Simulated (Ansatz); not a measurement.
Runs of Ansatz 0.2.0 on Hf. It takes space group Im-3m (No. 229, cubic). The conventional cell has a = 3.610 Å, b = 3.610 Å, c = 3.610 Å, α = 90.00°, β = 90.00°, γ = 90.00°. Hf (site symmetry m-3m) has 8 Hf at 3.13 Å as nearest neighbours. This isn't the form of Hf at room conditions, which is hcp.

```csv
task,level,spin,cell,k mesh,cutoff (eV),points for each segment of the path,gap on the mesh (eV),pressure (GPa),relaxed volume (Å³/atom)
relaxation of cell and atoms,BLYP,off,relaxed,10 × 10 × 10,420,-,none,0.0,22.88
band structure,r2SCAN,"SOC, no magnetisation",as given,7 × 7 × 7,500,14,none,(a),-
band structure,RPBE,off,as given,10 × 10 × 10,420,14,none,-2.2,-
relaxation of cell and atoms,RPBE,off,relaxed,10 × 10 × 10,420,-,none,0.0,(b)
band structure,revPBE,off,as given,10 × 10 × 10,420,14,none,-2.9,-
```

Alike in all rows: potentials or basis Ansatz PAW; smearing fermi-dirac 0.05 eV.

**Question.** Estimate the missing entries.

**Answer.** (a) -5.5; (b) 22.97.

Caveats: the PAW data sets come from PBE, with cores solved anew for the run's functional, which leaves a small shift of forces and pressure; the plane-wave basis is chosen anew once the cell has moved, so the energies of steps on either side of that aren't comparable (some runs); spin-orbit coupling is left out, which moves the levels of the heavy elements (some runs).

A k mesh can miss the band edges, and rows without SOC leave out spin-orbit coupling on Hf.

A gap of «none» marks a metal or a gap under the smearing width.

Runs at the PBE level aren't shown here.
